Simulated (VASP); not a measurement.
# KBr (Fm-3m) in VASP: density of states with PBE

Aim: the density of states of KBr with PBE.

All numbers are computed with VASP 6.6.1; they aren't measurements. Logs are shortened: lines on timing, memory, paths and dates and some standing lists are left out, and cuts for length are marked.

## 1. The crystal as given

The structure is cubic, space group Fm-3m (No. 225). Conventional cell: a = 6.666 Å, b = 6.666 Å, c = 6.666 Å, α = 90.00°, β = 90.00°, γ = 90.00°. K (site symmetry m-3m) is surrounded by 6 Br at 3.33 Å. Around Br (site symmetry m-3m) lie 6 K at 3.33 Å.

## 2. Density of states, PBE

POSCAR

```
KBr
1.0
    0.0000000000      3.3331070000      3.3331070000
    3.3331070000      0.0000000000      3.3331070000
    3.3331070000      3.3331070000      0.0000000000
K Br
1 1
Direct
    0.0000000000      0.0000000000      0.0000000000
    0.5000000000      0.5000000000      0.5000000000
```

INCAR.step1

```
PREC = Accurate ; ENCUT = 520
EDIFF = 1E-6 ; ISMEAR = 1
SIGMA = 0.2333 ; LREAL = F
LASPH = T ; NELM = 60
ALGO = Normal ; ISIF = 2
LWAVE = F ; LCHARG = T
GGA = PE ; NBANDS = 15
```

KPOINTS.step1

```
regular mesh
0
Gamma
  7 7 7
```

INCAR.step2

```
PREC = Accurate ; ENCUT = 520
EDIFF = 1E-6 ; ISMEAR = -5
SIGMA = 0.2333 ; LREAL = F
LASPH = T ; NELM = 60
ALGO = Normal ; ISIF = 2
LWAVE = F ; LCHARG = F
GGA = PE ; LORBIT = 10
NBANDS = 15 ; NEDOS = 2001
ICHARG = 11
```

KPOINTS.step2

```
regular mesh
0
Gamma
  11 11 11
```

Potentials or basis: VASP PAW PBE potentials, release 64 (K_sv, Br).

On the command line:

```console
cat potpaw_PBE.64/K_sv/POTCAR potpaw_PBE.64/Br/POTCAR > POTCAR
cp INCAR.step1 INCAR
cp KPOINTS.step1 KPOINTS
mpirun -np 1 vasp_std > vasp.out
cp INCAR.step2 INCAR
cp KPOINTS.step2 KPOINTS
mpirun -np 1 vasp_std > vasp.out
```

OUTCAR:

```text
PREC = Accurate
   ENCUT = 520
   EDIFF = 1E-6
   ISMEAR = -5
   LREAL = F
   LASPH = T
   NELM = 60
   ISIF = 2
   GGA = PE
   LORBIT = 10
   ICHARG = 11

 ion  position               nearest neighbor table
   1  0.000  0.000  0.000-
   2  0.500  0.500  0.500-

  LATTYP: Found a face centered cubic cell.
 ALAT       =     6.6662140000

  Lattice vectors:

 A1 = (   0.0000000000,   3.3331070000,   3.3331070000)
 A2 = (   3.3331070000,   0.0000000000,   3.3331070000)
 A3 = (   3.3331070000,   3.3331070000,   0.0000000000)

Analysis of symmetry for initial positions (statically):
=====================================================================
 Subroutine PRICEL returns:
 Original cell was already a primitive cell.

 Routine SETGRP: Setting up the symmetry group for a
 face centered cubic supercell.

 Subroutine GETGRP returns: Found 48 space group operations
 (whereof 48 operations were pure point group operations)
 out of a pool of 48 trial point group operations.

The static configuration has the point symmetry O_h .

Analysis of symmetry for dynamics (positions and initial velocities):
=====================================================================
 Subroutine PRICEL returns:
 Original cell was already a primitive cell.

 Routine SETGRP: Setting up the symmetry group for a
 face centered cubic supercell.

 Subroutine GETGRP returns: Found 48 space group operations
 (whereof 48 operations were pure point group operations)
 out of a pool of 48 trial point group operations.

The dynamic configuration has the point symmetry O_h .

 Subroutine INISYM returns: Found 48 space group operations
 (whereof 48 operations are pure point group operations),
 and found     1 'primitive' translations

----------------------------------------------------------------------------------------

                                     Primitive cell

  volume of cell :      74.0590

  direct lattice vectors                    reciprocal lattice vectors
     0.000000000  3.333107000  3.333107000    -0.150010186  0.150010186  0.150010186
     3.333107000  0.000000000  3.333107000     0.150010186 -0.150010186  0.150010186
     3.333107000  3.333107000  0.000000000     0.150010186  0.150010186 -0.150010186

  length of vectors
     4.713725124  4.713725124  4.713725124     0.259825263  0.259825263  0.259825263

  position of ions in fractional coordinates (direct lattice)
     0.000000000  0.000000000  0.000000000
     0.500000000  0.500000000  0.500000000

  ion indices of the primitive-cell ions
   primitive index   ion index
                 1           1
                 2           2

----------------------------------------------------------------------------------------

 KPOINTS: regular mesh

Automatic generation of k-mesh.
 Grid dimensions read from file:
 generate k-points for:   11   11   11

 Generating k-lattice:

  Cartesian coordinates                     Fractional coordinates (reciprocal lattice)
    -0.013637290  0.013637290  0.013637290     0.090909091  0.000000000  0.000000000
     0.013637290 -0.013637290  0.013637290     0.000000000  0.090909091  0.000000000
     0.013637290  0.013637290 -0.013637290     0.000000000  0.000000000  0.090909091

  Length of vectors
     0.023620478  0.023620478  0.023620478

  Shift w.r.t. Gamma in fractional coordinates (k-lattice)
     0.000000000  0.000000000  0.000000000

 TETIRR: Found    201 inequivalent tetrahedra from     7986

 Subroutine IBZKPT returns following result:
 ===========================================

 Found     56 irreducible k-points:

 Following reciprocal coordinates:
            Coordinates               Weight
  0.000000  0.000000  0.000000      1.000000
  0.090909  0.000000  0.000000      8.000000
  0.181818  0.000000  0.000000      8.000000
  0.272727  0.000000  0.000000      8.000000
  0.363636  0.000000  0.000000      8.000000
  0.454545  0.000000  0.000000      8.000000
[... 16 lines left out ...]
 -0.272727  0.181818  0.000000     24.000000
 -0.181818  0.181818  0.000000     12.000000
 [... further k-points ...]
   k-points           NKPTS =     56   k-points in BZ     NKDIM =     56   number of bands    NBANDS=     15
   number of dos      NEDOS =   2001   number of ions     NIONS =      2
   total plane-waves  NPLWV =  46656
   dimension x,y,z NGX =    36 NGY =   36 NGZ =   36
   dimension x,y,z NGXF=    72 NGYF=   72 NGZF=   72
   ions per type =               1   1
   NGX,Y,Z   is equivalent  to a cutoff of  12.70, 12.70, 12.70 a.u.
   NGXF,Y,Z  is equivalent  to a cutoff of  25.39, 25.39, 25.39 a.u.
 SYSTEM =  unknown system
   PREC   = accura    normal or accurate (medium, high low for compatibility)
   ISTART =      0    job   : 0-new  1-cont  2-samecut
   ICHARG =     11    charge: 1-file 2-atom 10-const
   ISPIN  =      1    spin polarized calculation?
   LNONCOLLINEAR =      F non collinear calculations
   LSORBIT =      F    spin-orbit coupling
   LASPH  =      T    aspherical Exc in radial PAW
   ENCUT  =  520.0 eV  38.22 Ry    6.18 a.u.   8.76  8.76  8.76*2*pi/ulx,y,z
   NELM   =     60;   NELMIN=  2; NELMDL=  0     # of ELM steps
   EDIFF  = 0.1E-05   stopping-criterion for ELM
   LREAL  =      F    real-space projection
   EDIFFG = 0.1E-04   stopping-criterion for IOM
   NSW    =      0    number of steps for IOM
   IBRION =     -1    ionic relax: 0-MD 1-quasi-New 2-CG
   NFREE  =      0    steps in history (QN), initial steepest desc. (CG)
   ISIF   =      2    stress and relaxation
   ISYM   =      2    0-nonsym 1-usesym 2-fastsym
   POTIM  = 0.5000    time-step for ionic-motion
   TEBEG  =    0.0;   TEEND  =   0.0 temperature during run
   PSTRESS=    0.0 pullay stress
   NELECT =      16.0000    total number of electrons
   NUPDOWN=      -1.0000    fix difference up-down
   EMIN   =  10.00;   EMAX   =-10.00  energy-range for DOS
   EFERMI =   0.00;   METHOD = LEGACY
   ISMEAR =    -5;   SIGMA  =   0.23  broadening in eV -4-tet -1-fermi 0-gaus
   EFERMI_NEDOS =   21; number of points for ismear=-14 and -15
   IALGO  =     38    algorithm
   IMIX   =      4    mixing-type and parameters
     AMIX     =   0.40;   BMIX     =  1.00
     AMIX_MAG =   1.60;   BMIX_MAG =  1.00
  volume/ion in A,a.u.               =      37.03       249.89
  Fermi-wavevector in a.u.,A,eV,Ry     =   0.982326  1.856327 13.129133  0.964964
  Thomas-Fermi vector in A             =   2.113400
   LORBIT       =     10    0 simple, 1 ext, 2 COOP (PROOUT), +10 PAW based schemes
   GGA     = PE    functional components
   LHFCALC =     F    Hartree Fock is set to
   AEXX    =    0.0000 exact exchange contribution
   IVDW    =     0    specifies the selected vdW correction
   LEPSILON=     F    determine dielectric tensor
   LRPA    =     F    only Hartree local field effects (RPA)
 non-spin polarized calculation
 Fermi weights with tetrahedron method with Bloechl corrections
  energy-cutoff  :      520.00
  volume of cell :       74.06
 maximum number of plane-waves:      2009

 number of electron      15.9999998 magnetization

 Free energy of the ion-electron system (eV)
  ---------------------------------------------------
  ext. energy  EPLUGINS =         0.00000000
  ---------------------------------------------------
  free energy    TOTEN  =        -6.22225582 eV

  energy without entropy =       -6.22225582  energy(sigma->0) =       -6.22225582

 E-fermi :  -1.8569     XC(G=0):  -7.2536

 val. band max:       -1.8636271646   @ k =   0.0000   0.0000   0.0000
 cond. band min:       2.4959089540   @ k =   0.0000   0.0000   0.0000
 fundamental gap:      4.3595361186
 Fermi energy:        -1.8568846773

 k-point     1 :       0.0000    0.0000    0.0000
  band No.  band energies     occupation
      1     -29.6996      2.00000
      2     -14.1221      2.00000
      3     -13.1747      2.00000
      4     -13.1747      2.00000
      5     -13.1747      2.00000
      6      -1.8636      2.00000
      7      -1.8636      2.00000
      8      -1.8636      2.00000
      9       2.4959      0.00000
     10       5.7385      0.00000
     11       5.7385      0.00000
     12       5.7385      0.00000
     13       6.5436      0.00000
     14       6.5436      0.00000
     15       9.6655      0.00000

 k-point     2 :       0.0909    0.0000    0.0000
  band No.  band energies     occupation
      1     -29.6992      2.00000
      2     -14.1383      2.00000
      3     -13.1751      2.00000
      4     -13.1751      2.00000
      5     -13.1535      2.00000
      6      -1.9815      2.00000
      7      -1.8900      2.00000
      8      -1.8900      2.00000
      9       2.7044      0.00000
     10       5.6749      0.00000
     11       5.8346      0.00000
     12       5.8346      0.00000
     13       6.6468      0.00000
     14       6.6468      0.00000
     15       9.9657      0.00000

 k-point     3 :       0.1818    0.0000    0.0000
  band No.  band energies     occupation
      1     -29.6982      2.00000
      2     -14.1787      2.00000
      3     -13.1762      2.00000
      4     -13.1762      2.00000
      5     -13.0996      2.00000
      6      -2.2623      2.00000
      7      -1.9590      2.00000
      8      -1.9590      2.00000
      9       3.2361      0.00000
     10       5.5825      0.00000
     11       6.1110      0.00000
     12       6.1110      0.00000
     13       6.9460      0.00000
     14       6.9460      0.00000
     15      10.5891      0.00000
[... 343 lines left out ...]
 k-point    23 :      -0.2727    0.1818    0.0000
  band No.  band energies     occupation
      1     -29.6954      2.00000
      2     -14.2311      2.00000
      3     -13.2016      2.00000
      4     -13.1780      2.00000
      5     -13.0077      2.00000
      6      -2.7291      2.00000
      7      -2.1851      2.00000
      8      -2.1419      2.00000
      9       4.6566      0.00000
     10       5.5523      0.00000
     11       6.8706      0.00000
     12       7.0703      0.00000
     13       7.5866      0.00000
     14       8.3749      0.00000
     15       9.0571      0.00000

 k-point    24 :      -0.1818    0.1818    0.0000
  band No.  band energies     occupation
      1     -29.6965      2.00000
      2     -14.2165      2.00000
      3     -13.1944      2.00000
      4     -13.1752      2.00000
      5     -13.0349      2.00000
      6      -2.5842      2.00000
      7      -2.0827      2.00000
      8      -2.0811      2.00000
      9       4.1091      0.00000
     10       5.3952      0.00000
     11       6.4533      0.00000
     12       6.9372      0.00000
     13       7.2872      0.00000
     14       7.7966      0.00000
     15       9.5394      0.00000

 [... further k-points ...]
[... 5 lines left out ...]
  --------------------------------------------------------------------------------------
  -------------------------------------------------------------------------------------
  Total        0.1773411      0.1773411      0.1773411      0.0000000     -0.0000000      0.0000000
  in kB        3.8365629      3.8365629      3.8365629      0.0000000     -0.0000000      0.0000000
  external PRESSURE =       3.8365629 kB  Pullay stress =       0.0000000 kB

 VOLUME and BASIS-vectors are now :
 -----------------------------------------------------------------------------
  energy-cutoff  :      520.00
  volume of cell :       74.06
      direct lattice vectors                 reciprocal lattice vectors
     0.000000000  3.333107000  3.333107000    -0.150010186  0.150010186  0.150010186
     3.333107000  0.000000000  3.333107000     0.150010186 -0.150010186  0.150010186
     3.333107000  3.333107000  0.000000000     0.150010186  0.150010186 -0.150010186

 POSITION                                       TOTAL-FORCE (eV/Angst)
 -----------------------------------------------------------------------------------
      0.00000      0.00000      0.00000         0.000000      0.000000      0.000000
      3.33311      3.33311      3.33311        -0.000000     -0.000000     -0.000000
 -----------------------------------------------------------------------------------
    total drift:                                0.000000      0.000000      0.000000

  FREE ENERGIE OF THE ION-ELECTRON SYSTEM (eV)
  ---------------------------------------------------
  free  energy   TOTEN  =        -6.2222558214 eV

  energy  without entropy=       -6.2222558214  energy(sigma->0) =       -6.22225582

 total charge

# of ion       s       p       d       tot
------------------------------------------
    1        1.957   5.579   0.023   7.558
    2        1.599   3.300   0.001   4.900
--------------------------------------------------
tot          3.556   8.879   0.023  12.458
```

It took 30 s on 1 thread of Intel Xeon 6975P-C (Granite Rapids), shared host; peak memory 0.22 GiB.

Results:

* Valence electrons inside the program's atomic spheres: K 7.56; Br 4.90

States per cell in windows of 1 eV (zero at the valence-band top; states under -8 eV left out):
| from (eV) | total | Br2_p | K1_d | K1_p | Br2_d | K1_s | Br2_s |
| --- | --- | --- | --- | --- | --- | --- | --- |
| -8.0 | 0.00 | 0.00 | 0.00 | 0.00 | 0.00 | 0.00 | 0.00 |
| -7.0 | 0.00 | 0.00 | 0.00 | 0.00 | 0.00 | 0.00 | 0.00 |
| -6.0 | 0.00 | 0.00 | 0.00 | 0.00 | 0.00 | 0.00 | 0.00 |
| -5.0 | 0.00 | 0.00 | 0.00 | 0.00 | 0.00 | 0.00 | 0.00 |
| -4.0 | 0.00 | 0.00 | 0.00 | 0.00 | 0.00 | 0.00 | 0.00 |
| -3.0 | 0.00 | 0.00 | 0.00 | 0.00 | 0.00 | 0.00 | 0.00 |
| -2.0 | 0.09 | 0.04 | 0.00 | 0.00 | 0.00 | 0.00 | 0.00 |
| -1.0 | 5.88 | 3.24 | 0.02 | 0.05 | 0.00 | 0.01 | 0.00 |
| 0.0 | 0.00 | 0.00 | 0.00 | 0.00 | 0.00 | 0.00 | 0.00 |
| 1.0 | 0.00 | 0.00 | 0.00 | 0.00 | 0.00 | 0.00 | 0.00 |
| 2.0 | 0.00 | 0.00 | 0.00 | 0.00 | 0.00 | 0.00 | 0.00 |
| 3.0 | 0.00 | 0.00 | 0.00 | 0.00 | 0.00 | 0.00 | 0.00 |
| 4.0 | 0.04 | 0.00 | 0.00 | 0.00 | 0.00 | 0.00 | 0.00 |
| 5.0 | 0.26 | 0.02 | 0.00 | 0.00 | 0.00 | 0.01 | 0.02 |
| 6.0 | 1.84 | 0.07 | 0.16 | 0.04 | 0.05 | 0.03 | 0.05 |
| 7.0 | 1.92 | 0.15 | 0.25 | 0.02 | 0.05 | 0.04 | 0.02 |
